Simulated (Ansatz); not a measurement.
# Preparing CaO (Fm-3m) as a host crystal

Aim: the runs on the perfect crystal CaO (Fm-3m) that a defect calculation needs first.

Main program and level: Ansatz 0.2.0; plane-wave PAW DFT, PBEsol; relaxation of the host's cell and atoms, in the first sound run; inputs show where later runs differ.

**1. Starting point**

It takes space group Fm-3m (No. 225, cubic). The conventional cell has a = 4.807 Å, b = 4.807 Å, c = 4.807 Å, α = 90.00°, β = 90.00°, γ = 90.00°. Nearest to Ca lie 6 O at 2.40 Å. Nearest to O lie 6 Ca at 2.40 Å. Farther neighbours and most contacts between anions are not listed.

**2. Host cell relaxation**

Cell and atoms are relaxed together, until forces and stress fall under their thresholds.

cell/input.yaml

```yaml
crystal:
  lattice:
    - [0.0, 2.4035557, 2.4035557]
    - [2.4035557, 0.0, 2.4035557]
    - [2.4035557, 2.4035557, 0.0]
  atoms:
    - { symbol: Ca, position: [0.0, 0.0, 0.0] }
    - { symbol: O, position: [0.5, 0.5, 0.5] }
basis:
  ecutwfc: 420
  xc_grid: 2
hamiltonian:
  xc: pbesol
kpoints:
  mp_grid: { grid: [10, 10, 10] }
scf:
  occupations: { method: fixed }
  max_iter: 100
relax:
  f_tol: 0.005
  max_steps: 60
  cell: {}
output:
  forces: true
  stress: true
checkpoint:
  write: "../cell.run"
  compress: false
  write_wavefunctions: false
  write_every: 100000
```

On the command line:

```console
> ansatz run input.yaml --threads 2 --pin off --max-ram 3768MiB --backend cpu --events-out ev --progress --plain --runs-dir out
```

Numbers of over 12 decimals in the logs are rounded to 6 here.

The program printed:

```text
[... repeated set-up lines and file paths are left out, and long positions are rounded to six places ...]
Engine: ansatz 0.2.0, aarch64-unknown-linux-gnu
Pseudopotentials: kind: paw
Pseudopotential: Ca, paw, valence charge 10, recommended cutoff 420 eV (normal), Ca.paw.azcp
Pseudopotential: O, paw, valence charge 6, recommended cutoff 420 eV (normal), O.paw.azcp
Functional definition: PBEsol
  exchange = pbesol_x
  correlation = pbesol_c
Crystal: 2 atoms, lattice volume = 27.771 Å³
Basis set: ecut = 420 eV, 537 PW (Γ), exchange–correlation on 48×48×48 points (8 copies of the dense FFT grid, shifted against one another)
Bands: 12, of which v1, the nominal top of the filled ones, is band 8 counted from 1 (7 counted from 0)
Symmetry: 48 space group operations
Space group: Fm-3m (ITA 225), of the structure as read, at distance tolerance 3.0e-5 Å
k-points: 47 of 1000
Non-local potential: Ca, projectors of the file, l = 0: 3, l = 1: 2, l = 2: 2
Non-local potential: O, projectors of the file, l = 0: 2, l = 1: 2, l = 2: 1
PAW form: soft (Blöchl's): semilocal exchange-correlation on the pseudo side does not see the compensation charge
PAW frozen core: Ca, regenerated for the run's functional, and the local potential with it (the file was generated under x = pbe(κ = 0.804, μ = 0.219515), c = pbe(β = 0.066725))
PAW frozen core: O, regenerated for the run's functional, and the local potential with it (the file was generated under x = pbe(κ = 0.804, μ = 0.219515), c = pbe(β = 0.066725))
PAW one-centre angular grid: Ca, 110 points (default); XC on 64 Gauss nodes
PAW one-centre angular grid: O, 110 points (default); XC on 64 Gauss nodes
Initial density: superposition of atomic densities (neutral atoms: chi_scale 0, normalization atom), corrected by the library's trained network
Initial wavefunctions: pseudopotential atomic-orbital guess
Functional: x = pbesol(κ = 0.804, μ = 0.123457), c = pbesol(β = 0.046)
SCF iter   1: F=—  HF=-2358.112532 eV  |F-HF|=—  |Δ(HF+E_count)|=         —  Δρ=1.41e-2  dr2=4.92e-2  ethr=1.77e-3  ⟨swp⟩=4.5  Hψ=3297  notcnv=0  defer=10
preconditioner: auto → none  [insulator: Δε(μ)=3.344 eV  Ē_g=17.930 eV  n_scr=8 (ndim 8)  ℏωp=26.4 eV  f_vac=0.000  ε∞_Penn≈3.2]
SCF iter   2: F=—  HF=-2358.106288 eV  |F-HF|=—  |Δ(HF+E_count)|=   6.24e-3  Δρ=1.13e-2  dr2=3.03e-2  ethr=3.08e-4  ⟨swp⟩=2.0  Hψ=1220  notcnv=0  defer=85
SCF iter   3: F=—  HF=-2358.098999 eV  |F-HF|=—  |Δ(HF+E_count)|=   7.29e-3  Δρ=1.30e-3  dr2=4.45e-4  ethr=1.89e-4  ⟨swp⟩=2.0  Hψ=801  notcnv=0  defer=92
SCF iter   4: F=—  HF=-2358.098924 eV  |F-HF|=—  |Δ(HF+E_count)|=   7.51e-5  Δρ=4.12e-4  dr2=1.86e-5  ethr=2.78e-6  ⟨swp⟩=2.9  Hψ=1009  notcnv=0  defer=92
SCF iter   5: F=—  HF=-2358.098935 eV  |F-HF|=—  |Δ(HF+E_count)|=   1.11e-5  Δρ=1.60e-4  dr2=7.24e-6  ethr=1.16e-7  ⟨swp⟩=2.0  Hψ=749  notcnv=0
SCF iter   6: F=—  HF=-2358.098934 eV  |F-HF|=—  |Δ(HF+E_count)|=   1.31e-6  Δρ=4.44e-5  dr2=5.52e-7  ethr=4.53e-8  ⟨swp⟩=2.0  Hψ=658  notcnv=0
SCF iter   7: F=-2358.098934 eV  HF=-2358.098934 eV  |F-HF|=9.93e-9  |Δ(HF+E_count)|=   1.03e-7  Δρ=6.79e-6  dr2=1.28e-8  ethr=6.25e-10  ⟨swp⟩=4.2  Hψ=1695  notcnv=0
SCF 1 converged in 7 iterations: F = -2358.098934 eV  dr2 = 1.28e-8
  greatest PAW one-centre occupation: 0.996 electrons in one spin orbital (limit 2), on the Ca atom at site 0 (counted from 0), in its partial waves of l = 0
relax step   1: F+E_penalty+E_count = -2358.09893350 eV  Δ(F+E_penalty+E_count) = +0.000e0 eV  max|allowed force component| = 7.691e-30 eV/Å  Δτ_max = 0.0000 Å  P = -2.743 GPa  Ω = 27.771 Å³  (7 SCF iters, dr2 threshold 1.00e-7 eV, accepted)
[... the SCF cycles and remarks between the steps are left out from here to the last step ...]
relax step   2: F+E_penalty+E_count = -2358.10670562 eV  Δ(F+E_penalty+E_count) = -7.772e-3 eV  max|allowed force component| = 6.337e-29 eV/Å  Δτ_max = 0.0000 Å  P = +0.614 GPa  Ω = 26.971 Å³  energy of the carried Pulay correction = +2.253e-3 eV  (5 SCF iters, dr2 threshold 2.00e-7 eV, accepted)
relax step   3: F+E_penalty+E_count = -2358.10656049 eV  Δ(F+E_penalty+E_count) = +1.451e-4 eV  max|allowed force component| = 4.700e-30 eV/Å  Δτ_max = 0.0000 Å  P = -0.024 GPa  Ω = 27.114 Å³  energy of the carried Pulay correction = +1.846e-3 eV  (5 SCF iters, dr2 threshold 2.00e-7 eV, accepted)
relax step   4: F+E_penalty+E_count = -2358.10490603 eV  Δ(F+E_penalty+E_count) = +1.654e-3 eV  max|allowed force component| = 6.245e-30 eV/Å  Δτ_max = 0.0000 Å  P = -0.134 GPa  Ω = 27.114 Å³  stress off target by 1.34e-1 GPa  SCF on the basis re-selected at this cell (its energy is not comparable with the rows above)  (6 SCF iters)
relax step   5: F+E_penalty+E_count = -2358.10500491 eV  Δ(F+E_penalty+E_count) = -9.888e-5 eV  max|allowed force component| = 3.340e-29 eV/Å  Δτ_max = 0.0000 Å  P = -0.003 GPa  Ω = 27.084 Å³  energy of the carried Pulay correction = +8.592e-5 eV  (3 SCF iters, dr2 threshold 4.52e-8 eV, accepted)
iter 1 solved again at ethr=2.88e-6 eV; its pass at ethr=3.10e-3 eV (dr2=4.60e-4 eV) is discarded
SCF iter   1: F=—  HF=-2358.104869 eV  |F-HF|=—  |Δ(HF+E_count)|=         —  Δρ=1.12e-5  dr2=7.68e-9  ethr=2.88e-6  ⟨swp⟩=2.2  Hψ=4620  notcnv=0  defer=76
eigensolver tolerance schedule: the retry pair's looser diagonalisation over-reported the residual by 59952.67 of it (diagonalisation noise at an unbounded share of the residual, at the tolerance the schedule requests for it); [...]
SCF iter   2: F=—  HF=-2358.104878 eV  |F-HF|=—  |Δ(HF+E_count)|=   8.94e-6  Δρ=5.66e-6  dr2=3.00e-9  ethr=4.80e-11  ⟨swp⟩=2.8  Hψ=1037  notcnv=0  defer=11
SCF iter   3: F=—  HF=-2358.104878 eV  |F-HF|=—  |Δ(HF+E_count)|=   5.07e-9  Δρ=5.44e-6  dr2=7.05e-9  ethr=1.87e-11  ⟨swp⟩=2.0  Hψ=752  notcnv=0  defer=11  recentre
SCF iter   4: F=-2358.104878 eV  HF=-2358.104878 eV  |F-HF|=4.55e-12  |Δ(HF+E_count)|=   1.63e-9  Δρ=3.57e-7  dr2=1.37e-11  ethr=1.00e-12  ⟨swp⟩=4.4  Hψ=2617  notcnv=0
SCF 6 converged in 4 iterations: F = -2358.104878 eV  dr2 = 1.37e-11
relax step   6: F+E_penalty+E_count = -2358.10487780 eV  Δ(F+E_penalty+E_count) = +1.271e-4 eV  max|allowed force component| = 4.812e-29 eV/Å  Δτ_max = 0.0000 Å  P = -0.006 GPa  Ω = 27.084 Å³  stress off target by 5.99e-3 GPa  SCF on the basis re-selected at this cell (its energy is not comparable with the rows above)  (4 SCF iters)
basis re-selected at this cell: Δ(F+E_penalty+E_count) = +1.271e-4 eV, ΔP = -0.003 GPa vs the last step (what re-selecting the basis moved, of the pressure what is left beyond the Pulay correction that the steps carried, after the strain that the cell walked [...]
SCF converged after 4 iterations
Free energy (F): -2358.104878 eV
Harris-Foulkes:  -2358.104878 eV  (|F-HF|=4.55e-12)
Internal energy: -2358.104878 eV  (E = F + TS)
E sigma→0 (E₀):  -2358.104878 eV
Fermi energy:    7.812329 eV
--- Per-component energies (eV) ---
  E_band       = -96.844124
  E_kinetic    = 455.580364
  E_local      = -877.080398  (includes V_loc(G=0)·N_el)
  E_nonlocal   = 112.866703
  E_hartree    = 289.352849
  E_xc         = -210.709549
  E_vxc        = -266.547980  (∫ρ·V_xc dr)
  E_paw        = -989.035943  (= ΣΔE_a)
  E_vpaw       = -100.370819  (= ΣTr[D̂ρ^β])
  E_aug_tail   = 0.002397  (compensation charges beyond the density's cutoff)
  E_ewald      = -1139.235382
  E_core_change = 0.154082  (= ΣΔE_core)
  E_smearing   = -0.000000  (= −TS)
  E_closure    = 0.000000  (closes the sum)
  Σ components = -2358.104878   (vs F -2358.104878, Δ=0.00e0)
--- Forces (eV/Å), atoms counted from 1 ---
  atom   1  Ca    -0.00000000     0.00000000     0.00000000
  atom   2  O      0.00000000    -0.00000000     0.00000000
  max |Σ_I F_I| component: 8.89e-29 eV/Å
--- Stress (GPa, compression-positive) ---
       -0.005990      -0.000000      -0.000000
       -0.000000      -0.005990      -0.000000
       -0.000000      -0.000000      -0.005990
  P = ⅓ Tr σ = -0.0060 GPa (-0.060 kbar)
--- Relaxed structure (4 steps of the walk, 4 accepted, 2 SCFs on fresh bases) ---
  F+E_penalty+E_count = -2358.10487780 eV   max|allowed force component| = 4.812e-29 eV/Å   (the final SCF, on the basis selected at the relaxed cell)
  cell:  # Å, volume = 27.0840 Å³
    - [0, 2.383569, 2.383569]
    - [2.383569, 0, 2.383569]
    - [2.383569, 2.383569, 0]
  atoms:
    - { symbol: Ca, position: [0, 0, 0] }
    - { symbol: O, position: [0.500000, 0.500000, 0.500000] }
```

Elapsed: 5.2 s, on 2 threads of Arm Neoverse N1, shared host; peak memory 0.28 GiB; 9.1 s of CPU time.

The steps of the relaxation:

```
step  energy less that of the first step (eV)  largest force component (eV/Å)  pressure (GPa)  volume (Å³)
   1                                   0.0000                          0.0000           -2.74        27.77
   2                                  -0.0078                          0.0000            0.61        26.97
   3                                  -0.0076                          0.0000           -0.02        27.11
   4                                  -0.0060                          0.0000           -0.13        27.11
   5                                  -0.0061                          0.0000            0.00        27.08
  6*                                  -0.0059                          0.0000           -0.01        27.08
```

Relaxation steps marked * repeat the geometry before them on a plane-wave basis chosen anew for their cell, so energy and pressure can jump there. The log counts 2 steps on a newly chosen plane-wave basis, not all of them marked here; energy and pressure can jump at such steps.

The run keeps the 48 symmetry operations that it works with, so distortions that break them were not tested.

```
conventional cell, symmetrised  before  after  change
                         a (Å)   4.807  4.767  -0.8 %
                         b (Å)   4.807  4.767  -0.8 %
                         c (Å)   4.807  4.767  -0.8 %
              volume (Å³/atom)   13.89  13.54  -2.5 %
```

The relaxed structure:

```xyz
2
Lattice="0.0000 2.3836 2.3836 2.3836 0.0000 2.3836 2.3836 2.3836 0.0000" Properties=species:S:1:pos:R:3 pbc="T T T"
Ca    0.0000    0.0000    0.0000
O     2.3836    2.3836    2.3836
```

Numbers from this step:

```yaml
pressure: -0.005990 GPa
```

The relaxation ends with a pressure of -0.01 GPa.

**3. Dielectric tensors of the host**

The response to a uniform electric field gives the electronic dielectric tensor.

This step: plane-wave PAW DFPT, PBEsol; dielectric tensors, Born charges and zone-centre modes of the host (Ansatz 0.2.0).

eps/input.yaml

```yaml
crystal:
  lattice:
    - [0.0, 2.3835690727, 2.3835690727]
    - [2.3835690727, 0.0, 2.3835690727]
    - [2.3835690727, 2.3835690727, 0.0]
  atoms:
    - { symbol: Ca, position: [0.0, 0.0, 0.0] }
    - { symbol: O, position: [0.5, 0.5, 0.5] }
basis:
  ecutwfc: 420
hamiltonian:
  xc: pbesol
kpoints:
  mp_grid: { grid: [9, 9, 9] }
scf:
  occupations: { method: fixed }
  max_iter: 100
phonons:
  method: dfpt
  dielectric: true
  rigid_motions: translations
```

The program printed:

```text
[...]
Crystal: 2 atoms, lattice volume = 27.084 Å³
Basis set: ecut = 420 eV, 531 PW (Γ), exchange–correlation on 48×48×48 points (8 copies of the dense FFT grid, shifted against one another)
Bands: 12, of which v1, the nominal top of the filled ones, is band 8 counted from 1 (7 counted from 0)
[... 1 set-up line as in the run before ...]
k-points: 75 of 729 (irreducible under 8 space group operations, time reversal used)
[...]
SCF iter   1: F=—  HF=-2358.118657 eV  |F-HF|=—  |Δ(HF+E_count)|=         —  Δρ=1.45e-2  dr2=5.06e-2  ethr=1.77e-3  ⟨swp⟩=4.7  Hψ=5327  notcnv=0  defer=24
[...]
SCF iter   8: F=-2358.104948 eV  HF=-2358.104948 eV  |F-HF|=3.41e-11  |Δ(HF+E_count)|=   1.89e-9  Δρ=4.31e-7  dr2=4.48e-11  ethr=1.00e-12  ⟨swp⟩=5.1  Hψ=4635  notcnv=0
SCF 1 converged in 8 iterations: F = -2358.104948 eV  dr2 = 4.48e-11
[...]
NSCF: frozen V_eff on 5 k-points
DFPT response loops at Γ: preconditioner auto → none (the input reference at scf.mixing.eps_inf says where Resta's filter doesn't serve); β = 0.50; Broyden in place of MSR1
SCF converged after 8 iterations
Free energy (F): -2358.104948 eV
[...]
Internal energy: -2358.104948 eV  (E = F + TS)
E sigma→0 (E₀):  -2358.104948 eV
Fermi energy:    7.812359 eV
[...]
--- Band table (eV; the first three rows and the last of 75) ---
  k-point 0: bands = [... 4 lower, -7.6641, 7.8124, 7.8124, 7.8124, 12.5917, 14.0789, 14.0789, 14.0789]
  k-point 1: bands = [... 4 lower, -7.4546, 7.3603, 7.6342, 7.6342, 13.1571, 14.0338, 14.2986, 14.2986]
  [... further k-points left out ...]
--- Phonons (Γ-DFPT): 2 representative perturbations + reference, on 75 of 729 k-points (Σ response iterations 7) ---
  k mesh reduced under 8 symmetry operations, with k and −k counted as one. Each operation leaves every solved perturbation unchanged. A smaller set is not considered because the run solves the response to a homogeneous field
  ASR residual: 3.677e-4 → 0.000e0 eV/Å²; symmetrization residual: 1.343e-7 eV/Å²
  ASR residual per site (eV/Å²): 1.60e-4 3.68e-4
  Γ frequencies (cm⁻¹): 0.00 0.00 0.00 272.93 272.93 272.93
  ε∞ (high-frequency dielectric tensor):
        3.855419     0.000000     0.000000
        0.000000     3.855419    -0.000000
       -0.000000     0.000000     3.855419
  ε⁰ (static dielectric tensor: ions relaxed, cell fixed):
       15.740937     0.000000    -0.000000
        0.000000    15.740937    -0.000000
       -0.000000    -0.000000    15.740937
  ε⁰ − ε∞ (ionic part):
       11.885518     0.000000    -0.000000
        0.000000    11.885518    -0.000000
       -0.000000    -0.000000    11.885518
  softest optical mode at Γ: 272.93 cm⁻¹; the repairs (sum rule, projections) moved no ω² at Γ by more than (2.50 cm⁻¹)²
  Born effective charges Z* (e; rows j = field, columns β = displacement):
    site 0:
         2.36053    0.00000   -0.00000
         0.00000    2.36053   -0.00000
         0.00000   -0.00000    2.36053
    site 1:
        -2.36053   -0.00000    0.00000
        -0.00000   -2.36053    0.00000
         0.00000    0.00000   -2.36053
  Z* charge neutrality: 7.197e-6 e pre-enforcement
  k-mesh period / interband length: 30.3 Å / 1.39 Å = 21.85 at k = (0.0000, 0.0000, 0.0000), direct gap 4.779 eV — 14 or more, which is no proof of convergence
  optical modes at Γ without the LO–TO term, one row a degenerate level:
      ω (cm⁻¹)  modes    IR ((D/Å)²/amu)
        272.93      3            33.7279
  optical modes at Γ + LO–TO along q̂ = [1.0000, 0.0000, 0.0000]:
      ω (cm⁻¹)  modes    IR ((D/Å)²/amu)
        272.93      2            22.4853
        551.48      1            11.2426
  optical modes at Γ + LO–TO along q̂ = [0.0000, 1.0000, 0.0000]:
      ω (cm⁻¹)  modes    IR ((D/Å)²/amu)
        272.93      2            22.4853
        551.48      1            11.2426
  optical modes at Γ + LO–TO along q̂ = [0.0000, 0.0000, 1.0000]:
      ω (cm⁻¹)  modes    IR ((D/Å)²/amu)
        272.93      2            22.4853
        551.48      1            11.2426
```

Elapsed: 11 s, on 2 threads; peak memory 0.37 GiB.

The column dr2 measures how far the density is from self-consistency, as an energy; F and HF (Harris–Foulkes) agree once it is small.

Electronic dielectric tensor:

```
3.86 0.00 0.00
0.00 3.86 0.00
0.00 0.00 3.86
```

Static dielectric tensor:

```
15.74  0.00  0.00
 0.00 15.74  0.00
 0.00  0.00 15.74
```

The electronic dielectric tensor is isotropic, 3.86. The static dielectric tensor is isotropic, 15.74.

**4. Results**

```json
{
  "primitive cell vectors, lengths": "3.371, 3.371, 3.371 Å",
  "electronic dielectric constant": "3.86",
  "static dielectric constant": "15.74",
  "gap on the k-mesh of the response run (PBEsol)": "3.60 eV"
}
```

**Reading.** The cell shrank by 2.5 % in volume. The k-mesh can miss the band edges, so this gap is an upper bound at this level. All at zero temperature.

[Logs are printed without paths, hosts, clocks, repeated set-up lines and the standing remarks that a program may print on its own settings, such as how far it seeks lower states.]

[Hosts, paths, dates, database ids (printed as entryN), source tags and the programs' standing remarks are cut or masked in the printed files.]

[Runs of the host that timed out are not shown.]

[For some hosts the program warned that the k-mesh of the response run may be too coarse for force constants and the static dielectric constant; such warnings are not always shown.]
